A free electron with a kinetic energy of a few hundred electronvolts has a wavelength of less than 0.9 Å, which is less than half the distance between titanium and oxygen in TiO₂. A plane-wave calculation builds the smooth part of every orbital from such waves and leaves out those above a chosen energy, the wave cutoff. The sharpest features near the nuclei are added from atomic functions, which is the idea of the PAW method. The table shows what the cutoff does to the gap of one TiO₂ cell with a semilocal functional. "Gap on mesh" is the smallest step from any filled to any empty state on the mesh of k points; "direct gap on mesh" allows only steps at one and the same k point.

Kohn-Sham gaps of a strained 6-atom TiO₂ cell with displaced atoms, computed with Ansatz 0.2.0 using scalar-relativistic r2SCAN, plane waves and the PAW set soft_2, without spin polarization. All runs are single-point calculations with a 6×6×6 k mesh, Gaussian smearing of 0.02 eV and a density cutoff of four times the wave cutoff.

| wave cutoff | gap on mesh (eV) | direct gap on mesh (eV) |
| --- | --- | --- |
| 200 eV | 2.717 | 3.103 |
| 250 eV | 2.641 | 3.015 |
| 300 eV | 2.539 | 2.963 |
| 350 eV | 2.555 | 2.980 |
| 500 eV | 2.558 | 2.982 |

The atoms are the same in every row. A run at 600 eV on the same cell serves as the reference for all errors below. It is the best basis at hand, not an exact limit.

### 1. Which of the two gaps is larger, and must it be?

**Answer.** The direct gap is larger in every row, by roughly 0.4 eV. It can never be the smaller one, because it is the minimum over fewer pairs of states. That it is clearly larger means that the highest filled and the lowest empty state lie at different k points.

**Remark.** At 300 eV each gap is about 0.02 eV too small, yet their difference already agrees with that at 500 eV to about a millielectronvolt. At this cutoff the two gaps share nearly all of their basis error, and a difference removes what is shared. This is not so in every row: at 250 eV the errors are 83 and 33 meV. The same idea returns in the later answers.

### 2. Why is the gap too large at 200 eV?

**Answer.** Close to an atom an orbital varies over a few tenths of an ångström. If short waves are missing, it cannot gather closely enough where the atom attracts it, and in a given potential its energy comes out too high. At 200 eV the top of the filled states lies 0.28 eV too high and the bottom of the empty ones 0.44 eV. The gap keeps only the difference, 0.16 eV, or 6 % of its reference value. These shifts may also contain a change of the potential itself, which answer 3 takes up; the runs do not separate the two.

The shortest wave follows from the kinetic energy E = h²/(2mλ²), where h is Planck's constant, m the electron mass and λ the wavelength. Solved for λ, with E in eV, this gives λ ≈ 12.3 Å/√E. For 200 eV the root is 14.1 and λ is 0.87 Å; for 500 eV it is 0.55 Å. A factor of 2.5 in cutoff thus sharpens the finest detail that the waves can draw by a factor of only 1.6.

**Remark.** In TiO₂ the filled edge is mainly oxygen 2p and the empty edge mainly titanium 3d. This is standard chemistry, not something that these runs resolved. Both kinds of orbital are compact, so it is reasonable that both edges suffer. The numbers show that the empty edge suffers more at every cutoff, but they do not show why.

### 3. Why does the gap dip at 300 eV instead of falling steadily to its final value?

**Answer.** In a fixed potential, more waves can only lower an energy level or leave it alone. Even then the gap need not fall steadily, because it is the difference between two levels. Here, moreover, the potential is computed anew from the electron density in each run. Between 300 and 500 eV both edges rise, the filled one by about 0.01 eV and the empty one by about 0.03 eV, so the gap opens again by 0.02 eV. Added waves in a fixed potential could not raise a level, so the potential or its representation must have changed as well.

**Remark.** The argument needs only the same mesh in the runs compared: if no level on it rises, neither edge can rise, even if it moves to another k point. From 300 eV upward the edges do stay at the same points. At 200 eV the empty edge, and at 250 eV the filled edge, sits elsewhere, so these two gaps belong to slightly different transitions. The cutoff for the density was raised in step with the wave cutoff. The runs therefore cannot tell how much of the rise comes from the density itself and how much from its finer description.

### 4. Could one judge the gap by watching the total energy?

**Answer.** The simplest hope is that all errors fade together. Suppose that each orbital is raised in proportion to the weight of its missing waves, and that a higher cutoff reduces all these weights by the same factor. The error of the gap is then a fixed fraction of the error of the total energy. Fitted to all five rows with this fraction as the only constant, the model gives about 3 % of the energy error per atom.

Take 250 eV, a row that was part of the fit. The energy there is 1429 meV per atom too high, and 0.03 × 1429 meV is 43 meV. The actual gap error is 83 meV, almost twice as much. At 300 eV the model predicts a gap that is slightly too large, whereas the computed one is too small.

**Remark.** The edges explain the failure. At 200 eV both are too high, and most of the error cancels. At 250 eV the filled edge is slightly too low while the empty edge is still too high, so the two errors add. A steadily falling energy cannot foresee such a change of sign. The printed output after this text gives the errors of the edges row by row, and the fitted constant.

### 5. At 350 eV the gap is within 3 meV of the reference, but the energy is still 58 meV per atom too high. Why?

**Answer.** The total energy depends on how well all orbitals are described, while the gap depends only on the difference between two levels. The calculation treats 48 electrons in six atoms, eight per atom, among them the compact 3s and 3p shells of titanium. Waves missing from any of these orbitals can raise the energy. The gap feels only the two edges. At 350 eV the empty edge is 6 meV too low and the filled edge 3 meV too low, so the gap is too small by the remaining 3 meV.

**Remark.** The energy is too high although both edges are too low, so its error cannot be read off from the edges. The total energy is not a plain sum of orbital energies, and these runs do not show how the 58 meV is shared among the orbitals. A large absolute energy error need not spoil a comparison of two similar structures, since much of it is usually common to both.

Other quantities have their own pace. At 350 eV the gap is off by 0.1 %, the largest force by 1 % and the pressure by 3 %. At 200 eV the pressure even has the wrong sign. A cutoff should therefore be tested on the quantity that is wanted, and a settled gap is no licence to relax the cell.

### 6. Which digits of the gap can be trusted?

**Answer.** As far as the basis is concerned, 2.56 eV is safe from 350 eV upward. At 500 eV the third decimal has settled too, to within about a millielectronvolt. The step from 350 to 500 eV takes 1.7 times as many waves and moves the gap by 3 meV. For the gap of this cell alone, that is a small return.

**Remark.** These digits belong to the cell as computed, not to a real crystal. The atoms are displaced and the cell is strained, with force components of up to 1.7 eV/Å, so this is not the gap of relaxed TiO₂. Semilocal functionals also usually give gaps that are too small, and no cutoff cures that. All cutoffs below 500 eV in the table drew a warning from the program that they lie below the recommended value. The good gap at 350 eV does not overrule that warning for energies or pressures.

### 7. What would change with a finer k mesh, or with another element?

**Answer.** With the potential held fixed, a finer mesh that keeps the present points can only lower the gap or leave it alone, since it offers more pairs of states to choose from. By how much was not tested. The flat end of the table shows that the basis has converged, not the mesh.

For another element, ask how compact its orbitals are once the potential has smoothed them near the nucleus. The most demanding atom in the cell sets the cutoff, because all atoms share one set of waves. The 2p orbitals of oxygen are compact too, so replacing titanium by an element with more extended orbitals is expected to bring only limited relief as long as oxygen stays.

**Remark.** The answer on elements rests on general knowledge of plane-wave methods, as the table holds a single compound. What carries over is the order of questions: first whether the waves are short enough for the most compact orbital, then whether the errors that remain cancel in the wanted quantity.

Numerical output:

```
Errors against the 600 eV run, in meV:
     row     gap  direct gap  valence edge  conduction edge
  200 eV     159       121.5           284              443
  250 eV   82.96       33.45        -23.02            60.44
  300 eV  -19.04      -18.55        -12.21           -31.68
  350 eV  -3.039      -1.548        -2.976           -5.769
  500 eV  -0.039       0.452         0.446            0.666
Other quantities against the 600 eV run:
     row  energy meV/atom  largest force eV/A  pressure GPa  shortest wave A
  200 eV             5603               2.097         7.767           0.8672
  250 eV             1429             0.08882        -6.335           0.7757
  300 eV              324             -0.1782         -1.11           0.7081
  350 eV            58.43            -0.01978      -0.08792           0.6556
  500 eV             2.38            0.002713       0.01572           0.5485
Direct gap less gap, in eV:
     row  difference
  200 eV       0.386
  250 eV       0.374
  300 eV       0.424
  350 eV       0.425
  500 eV       0.424
fit of gerr on 5 rows: coefficient of eerr 0.0299 +/- 0.0044; rms 22.5, worst 250 eV -40.2, leave-one-out rms 64
Gap error at 200 eV, percent of the 600 eV gap: 6.214
Gap error at 350 eV, percent of the 600 eV gap: -0.1188
Force error at 350 eV, percent: -1.136
Pressure error at 350 eV, percent of its size: 3.356
Change of gap from 250 to 300 eV, meV: -102
Change of conduction edge from 250 to 300 eV, meV: -92.12
Change of valence edge from 250 to 300 eV, meV: 10.81
Change of gap from 350 to 500 eV, meV: 3
Part of the conduction-edge error cancelled in the gap at 200 eV, percent: 64.1
Number of plane waves at 500 eV over that at 350 eV: 1.707
```
